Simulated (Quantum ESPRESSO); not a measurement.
# SnO2 (Cassiterite) (P4_2/mnm) in Quantum ESPRESSO: relaxation of cell and atoms with AM05+D4

Aim: the relaxation of cell and atoms of SnO2 (Cassiterite) with AM05+D4.

All numbers are computed with Quantum ESPRESSO 7.5; they aren't measurements. Logs are shortened: lines on timing, memory, paths and dates and some standing lists are left out, and cuts for length are marked.

## 1. The structure

Symmetry: P4_2/mnm, No. 136, tetragonal system. The conventional cell has a = 4.738 Å, b = 4.738 Å, c = 3.187 Å, α = 90.00°, β = 90.00°, γ = 90.00°. Sn (site symmetry mmm) has 6 O at 2.05 to 2.06 Å as nearest neighbours. Around O (site symmetry m2m) lie 3 Sn at 2.05 to 2.06 Å.

## 2. Relaxation of cell and atoms, AM05+D4

File run.py:

```python
import numpy as np
from ase.calculators.espresso import Espresso, EspressoProfile
from ase.io import read

atoms = read('POSCAR')

input_data = {
    'control': {'calculation': 'scf', 'prefix': 'pwscf', 'outdir': './tmp', 'tprnfor': True, 'tstress': True, 'disk_io': 'low'},
    'system': {'ecutwfc': 84.0, 'nbnd': 36, 'input_dft': 'XC-000I-000I-120L-135L-000I-000I', 'occupations': 'smearing', 'smearing': 'fd', 'degauss': 0.00367493},
    'electrons': {'conv_thr': 1.2e-09, 'electron_maxstep': 120, 'mixing_beta': 0.5},
}
pseudopotentials = {'Sn': 'Sn.upf', 'O': 'O.upf'}
profile = EspressoProfile(command='pw.x', pseudo_dir='pseudo')
dft = Espresso(profile=profile, input_data=input_data, pseudopotentials=pseudopotentials, kpts=(5, 5, 7), koffset=(0, 0, 0))
from ase.calculators.mixing import SumCalculator
from dftd4.ase import DFTD4
d4 = DFTD4(method='am05')
atoms.calc = SumCalculator([dft, d4])

from ase.optimize import LBFGS
from ase.filters import FrechetCellFilter
done = LBFGS(FrechetCellFilter(atoms), trajectory='opt.traj').run(fmax=0.02, steps=30)
print('converged', done)
print('cell (A)', np.round(atoms.cell.cellpar(), 5))
print(f'energy {atoms.get_potential_energy():.8f} eV')
print('forces (eV/A)')
print(np.round(atoms.get_forces(), 6))
print('stress (eV/A^3, Voigt)')
print(np.round(atoms.get_stress(), 8))
print(f'Fermi level {dft.get_fermi_level():.4f} eV')
print(f'D4 part {d4.get_potential_energy(atoms):.8f} eV')
atoms.write('final.traj')
```

File POSCAR:

```
SnO2
1.0
    4.7380000000      0.0000000000      0.0000000000
    0.0000000000      4.7380000000      0.0000000000
    0.0000000000      0.0000000000      3.1865000000
Sn O
2 4
Direct
    0.5000000000      0.5000000000      0.5000000000
    0.0000000000      0.0000000000      0.0000000000
    0.8071000000      0.1929000000      0.5000000000
    0.6929000000      0.6929000000      0.0000000000
    0.1929000000      0.8071000000      0.5000000000
    0.3071000000      0.3071000000      0.0000000000
```

Potentials or basis: PseudoDojo 0.4.1 SR PBE standard.

Started as:

```
$ OMP_NUM_THREADS=1 python run.py
```

Log:

```text
Step          Energy          fmax
LBFGS:    0    -6066.242478        0.489201
LBFGS:    1    -6066.250276        0.414182
LBFGS:    2    -6066.265935        0.136119
LBFGS:    3    -6066.267817        0.134414
LBFGS:    4    -6066.270502        0.059631
LBFGS:    5    -6066.270803        0.014635
converged True
cell (A) [ 4.77015  4.77015  3.21713 90.      90.      90.     ]
energy -6066.27080286 eV
forces (eV/A)
[[-0.       -0.        0.      ]
 [ 0.        0.       -0.      ]
 [ 0.010279 -0.010279  0.      ]
 [-0.010279 -0.010279 -0.      ]
 [-0.010279  0.010279  0.      ]
 [ 0.010279  0.010279 -0.      ]]
stress (eV/A^3, Voigt)
[ 0.00021513  0.00021513  0.00116347  0.         -0.          0.        ]
Fermi level 9.8493 eV
D4 part -0.90248910 eV
```

espresso.pwi:

```text
&CONTROL
   calculation      = 'scf'
   tstress          = .true.
   tprnfor          = .true.
   outdir           = './tmp'
   prefix           = 'pwscf'
   disk_io          = 'low'
   pseudo_dir       = 'pseudo'
/
&SYSTEM
   nbnd             = 36
   ecutwfc          = 84.0
   occupations      = 'smearing'
   degauss          = 0.00367493
   smearing         = 'fd'
   input_dft        = 'XC-000I-000I-120L-135L-000I-000I'
   ntyp             = 2
   nat              = 6
   ibrav            = 0
/
&ELECTRONS
   electron_maxstep = 120
   conv_thr         = 1.2e-09
   mixing_beta      = 0.5
/
&IONS
/
&CELL
/
&FCP
/
&RISM
/
ATOMIC_SPECIES
Sn 118.71 Sn.upf
O 15.999 O.upf

K_POINTS automatic
5 5 7  0 0 0

CELL_PARAMETERS angstrom
4.77014663694698 0.00000000000000 0.00000000000000
0.00000000000000 4.77014663694703 0.00000000000000
0.00000000000000 0.00000000000000 3.21712983264513

ATOMIC_POSITIONS angstrom
Sn 2.3850733185 2.3850733185 1.6085649163  
Sn -0.0000000000 0.0000000000 0.0000000000  
O 3.8463871856 0.9237594513 1.6085649163  
O 3.3088327698 3.3088327698 0.0000000000  
O 0.9237594513 3.8463871856 1.6085649163  
O 1.4613138672 1.4613138672 0.0000000000
```

espresso.pwo:

```text
This program is part of the open-source Quantum ESPRESSO suite
     for quantum simulation of materials; please cite
         "P. Giannozzi et al., J. Phys.:Condens. Matter 21 395502 (2009);
         "P. Giannozzi et al., J. Phys.:Condens. Matter 29 465901 (2017);
         "P. Giannozzi et al., J. Chem. Phys. 152 154105 (2020);
     in publications or presentations arising from this work. More details at

Warning: card &CELL ignored
Warning: card &FCP ignored
Warning: card &RISM ignored

     IMPORTANT: XC functional enforced from input :
     Exchange-correlation= XC-000I-000I-120L-135L-000I-000I
                           (   0   0 120 135   0   0   0)
     Any further DFT definition will be discarded
     Please, verify this is what you really want

     Message from routine setup:
     using ibrav=0 with symmetry is DISCOURAGED, use correct ibrav instead

     G-vector sticks info
     --------------------
     sticks:   dense  smooth     PW     G-vecs:    dense   smooth      PW
     Sum        2177    2177    609                51435    51435    7739

     Using Slab Decomposition

     bravais-lattice index     =            0
     lattice parameter (alat)  =       9.0143  a.u.
     unit-cell volume          =     494.0019 (a.u.)^3
     number of atoms/cell      =            6
     number of atomic types    =            2
     number of electrons       =        52.00
     number of Kohn-Sham states=           36
     kinetic-energy cutoff     =      84.0000  Ry
     charge density cutoff     =     336.0000  Ry
     scf convergence threshold =      1.2E-09
     mixing beta               =       0.5000
     number of iterations used =            8  plain     mixing
     Exchange-correlation= XC-000I-000I-120L-135L-000I-000I
                           (   0   0 120 135   0   0   0)

     celldm(1)=   9.014271  celldm(2)=   0.000000  celldm(3)=   0.000000
     celldm(4)=   0.000000  celldm(5)=   0.000000  celldm(6)=   0.000000

     crystal axes: (cart. coord. in units of alat)
               a(1) = (   1.000000   0.000000   0.000000 )
               a(2) = (   0.000000   1.000000   0.000000 )
               a(3) = (   0.000000   0.000000   0.674430 )

     reciprocal axes: (cart. coord. in units 2 pi/alat)
               b(1) = (  1.000000  0.000000  0.000000 )
               b(2) = (  0.000000  1.000000  0.000000 )
               b(3) = (  0.000000  0.000000  1.482734 )

     PseudoPot. # 1 for Sn read from file:
     Sn.upf
     Pseudo is Norm-conserving + core correction, Zval = 14.0
     Generated using ONCVPSP code by D. R. Hamann
     Using radial grid of 1628 points,  6 beta functions with:
                l(1) =   0
                l(2) =   0
                l(3) =   1
                l(4) =   1
                l(5) =   2
                l(6) =   2

     PseudoPot. # 2 for O  read from file:
     O.upf
     Pseudo is Norm-conserving + core correction, Zval =  6.0
     Generated using ONCVPSP code by D. R. Hamann
     Using radial grid of  936 points,  5 beta functions with:
                l(1) =   0
                l(2) =   0
                l(3) =   1
                l(4) =   1
                l(5) =   2

     atomic species   valence    mass     pseudopotential
     Sn               14.00   118.71000     Sn( 1.00)
     O                 6.00    15.99900     O ( 1.00)

     16 Sym. Ops., with inversion, found ( 8 have fractional translation)

   Cartesian axes

     site n.     atom                  positions (alat units)
         1        Sn     tau(   1) = (   0.5000000   0.5000000   0.3372150  )
         2        Sn     tau(   2) = (  -0.0000000   0.0000000   0.0000000  )
         3        O      tau(   3) = (   0.8063457   0.1936543   0.3372150  )
         4        O      tau(   4) = (   0.6936543   0.6936543   0.0000000  )
         5        O      tau(   5) = (   0.1936543   0.8063457   0.3372150  )
         6        O      tau(   6) = (   0.3063457   0.3063457   0.0000000  )

     number of k points=    24  Fermi-Dirac smearing, width (Ry)=  0.0037
                       cart. coord. in units 2pi/alat
        k(    1) = (   0.0000000   0.0000000   0.0000000), wk =   0.0114286
        k(    2) = (   0.0000000   0.0000000   0.2118191), wk =   0.0228571
        k(    3) = (   0.0000000   0.0000000   0.4236382), wk =   0.0228571
        k(    4) = (   0.0000000   0.0000000   0.6354573), wk =   0.0228571
        k(    5) = (   0.0000000   0.2000000   0.0000000), wk =   0.0457143
        k(    6) = (   0.0000000   0.2000000   0.2118191), wk =   0.0914286
[... 16 lines left out ...]
        k(   23) = (   0.4000000   0.4000000   0.4236382), wk =   0.0914286
        k(   24) = (   0.4000000   0.4000000   0.6354573), wk =   0.0914286

     Dense  grid:    51435 G-vectors     FFT dimensions: (  54,  54,  36)

     WARNING: libxc functional with ID  120 depends
      on external parameters: check the user_guide of
      QE if you need to modify them or to check their
      default values.

     WARNING: libxc functional with ID  135 depends
      on external parameters: check the user_guide of
      QE if you need to modify them or to check their
      default values.

     Initial potential from superposition of free atoms

     starting charge      51.9969, renormalised to      52.0000
     Starting wfcs are   34 randomized atomic wfcs +    2 random wfcs

     Self-consistent Calculation

     iteration #  1     ecut=    84.00 Ry     beta= 0.50
     Davidson diagonalization with overlap
     ethr =  1.00E-02,  avg # of iterations =  5.8

     total energy              =    -445.36155638 Ry
     estimated scf accuracy    <       1.35014809 Ry

     iteration #  2     ecut=    84.00 Ry     beta= 0.50
     Davidson diagonalization with overlap
     ethr =  2.60E-03,  avg # of iterations =  2.2

     total energy              =    -445.75502208 Ry
     estimated scf accuracy    <       0.25007923 Ry

     iteration #  3     ecut=    84.00 Ry     beta= 0.50
     Davidson diagonalization with overlap
     ethr =  4.81E-04,  avg # of iterations =  2.2
[... 29 lines left out ...]
     total energy              =    -445.79638752 Ry
     estimated scf accuracy    <       0.00000013 Ry

     iteration #  8     ecut=    84.00 Ry     beta= 0.50
     Davidson diagonalization with overlap
     ethr =  2.44E-10,  avg # of iterations =  2.0

     total energy              =    -445.79638755 Ry
     estimated scf accuracy    <          1.9E-09 Ry

     iteration #  9     ecut=    84.00 Ry     beta= 0.50
     Davidson diagonalization with overlap
     ethr =  3.65E-12,  avg # of iterations =  2.5

     End of self-consistent calculation

          k = 0.0000 0.0000 0.0000 (  6481 PWs)   bands (ev):

   -11.6661 -10.9382 -10.6809 -10.6590 -10.6590 -10.5754 -10.5328 -10.4511
   -10.4442 -10.4442  -9.4037  -7.5771  -7.5771  -5.8684   1.2216   5.3539
     5.3539   5.4409   6.3736   7.3750   7.4184   8.1178   8.1178   8.6698
     8.6698   9.4171  10.2716  15.2173  15.4970  15.4970  19.5508  19.6719
    21.1830  21.1830  21.7461  21.8694

          k = 0.0000 0.0000 0.2118 (  6426 PWs)   bands (ev):

   -11.5745 -10.8354 -10.8312 -10.8312 -10.6470 -10.5910 -10.5253 -10.4685
   -10.4685 -10.4519  -9.2915  -7.2862  -7.2862  -6.0177   1.2100   5.2813
     5.5331   5.5331   6.1133   6.5068   7.2439   7.4227   7.4227   8.6856
     8.6856   9.2545  11.4954  15.5966  16.3179  16.3179  18.4800  20.7367
    21.1072  21.1072  21.4771  21.8372

          k = 0.0000 0.0000 0.4236 (  6442 PWs)   bands (ev):
[... 161 lines left out ...]
   -11.3011 -11.1645 -11.1280 -10.9570 -10.5536 -10.5458 -10.5146 -10.5079
   -10.4768 -10.4721  -7.8935  -7.5614  -6.7736  -6.5251   2.1988   2.3789
     5.3587   5.3854   5.4765   6.2331   6.7458   7.5581   8.2846   8.4598
     8.5802   8.7501  14.1208  14.3664  18.0870  18.1921  19.0192  19.7715
    20.0929  20.7012  22.0128  22.1146

          k = 0.4000 0.4000 0.6355 (  6429 PWs)   bands (ev):

   -11.4615 -11.3815 -10.9875 -10.8671 -10.5488 -10.5468 -10.4699 -10.4680
   -10.4561 -10.4531  -7.7300  -7.5555  -6.3055  -6.1877   1.5425   1.6825
     4.5924   4.5944   5.6073   6.7115   6.8672   7.8568   8.3919   8.4017
     8.5635   8.6030  14.0922  14.1965  17.9264  18.3617  19.7860  20.0623
    20.2725  20.5640  22.0637  22.3612

     the Fermi energy is     9.8493 ev

!    total energy              =    -445.79638755 Ry
     estimated scf accuracy    <          7.2E-10 Ry
     smearing contrib. (-TS)   =      -0.00000018 Ry
     internal energy E=F+TS    =    -445.79638737 Ry

     The total energy is F=E-TS. E is the sum of the following terms:
     one-electron contribution =    -119.39369835 Ry
     hartree contribution      =      99.07414608 Ry
     xc contribution           =    -120.22730808 Ry
     ewald contribution        =    -305.24952702 Ry

     convergence has been achieved in   9 iterations

     Forces acting on atoms (cartesian axes, Ry/au):

     atom    1 type  1   force =     0.00000000    0.00000000   -0.00000000
     atom    2 type  1   force =     0.00000000    0.00000000   -0.00000000
     atom    3 type  2   force =     0.00032533   -0.00032533    0.00000000
     atom    4 type  2   force =    -0.00032533   -0.00032533   -0.00000000
     atom    5 type  2   force =    -0.00032533    0.00032533    0.00000000
     atom    6 type  2   force =     0.00032533    0.00032533   -0.00000000

     Total force =     0.000920     Total SCF correction =     0.000009

     Computing stress (Cartesian axis) and pressure

          total   stress  (Ry/bohr**3)                   (kbar)     P=       18.39
   0.00012707   0.00000000   0.00000000           18.69        0.00        0.00
   0.00000000   0.00012707   0.00000000            0.00       18.69        0.00
   0.00000000   0.00000000   0.00012082            0.00        0.00       17.77

=------------------------------------------------------------------------------=
   JOB DONE.
=------------------------------------------------------------------------------=
```

It took 9.1 min on 1 thread of Arm Neoverse V1, shared host; peak memory 0.17 GiB.

Results:

| Item | Value |
| --- | --- |
| Free energy | -6066.2713 eV |
| Relaxed volume | 12.20 Å³/atom |
| Relaxed cell | a = 4.770 Å, b = 4.770 Å, c = 3.217 Å, α = 90.00°, β = 90.00°, γ = 90.00° |
| Space group after relaxing (to 0.05 Å) | P4_2/mnm (No. 136) |
| Energy gained by relaxing | 4.7 meV/atom |
| Ionic steps | 6 |
| Pressure after relaxing | -0.1 GPa |
| Largest force after relaxing | 0.015 eV/Å |
| Band gap on the k mesh | 0.85 eV, direct |
| Dispersion energy per atom | -0.150 eV |

Forces in eV/Å, atoms in the order of the input:
```
Sn   0.000  0.000  0.000
Sn   0.000  0.000  0.000
O    0.010 -0.010  0.000
O   -0.010 -0.010  0.000
O   -0.010  0.010  0.000
O    0.010  0.010  0.000
```

Stress tensor (GPa, compression positive):
```
-0.03  0.00  0.00
 0.00 -0.03  0.00
 0.00  0.00 -0.19
```

The path:
| step | energy change (eV) | largest force (eV/Å) | pressure (GPa) | volume (Å³) |
| --- | --- | --- | --- | --- |
| 1 | 0.0000 | 0.2011 | 5.07 | 71.53 |
| 2 | -0.0078 | 0.1195 | 4.36 | 71.73 |
| 3 | -0.0235 | 0.1356 | 1.50 | 72.58 |
| 4 | -0.0253 | 0.1337 | 0.92 | 72.78 |
| 5 | -0.0280 | 0.0592 | -0.06 | 73.17 |
| 6 | -0.0283 | 0.0145 | -0.09 | 73.20 |

Final structure:
```
Sn O
1.0
     4.77015    0.00000    0.00000
     0.00000    4.77015    0.00000
     0.00000    0.00000    3.21713
Sn O
2 4
Direct
  0.50000 0.50000 0.50000
  0.00000 0.00000 0.00000
  0.80635 0.19365 0.50000
  0.69365 0.69365 0.00000
  0.19365 0.80635 0.50000
  0.30635 0.30635 0.00000
```

Levels at points of the mesh, in eV from the valence-band top:
```tsv
k point	band 23	band 24	band 25	band 26	band 27	band 28	band 29	band 30
(0.00, 0.00, 0.00)	-1.30	-0.75	-0.75	0.00	0.85	5.80	6.08	6.08
```

Caveat: the potentials were made for another functional, which shifts forces and pressure; spin-orbit coupling is left out, which moves the levels of the heavy elements. Zero-point motion and thermal expansion aren't in these numbers.
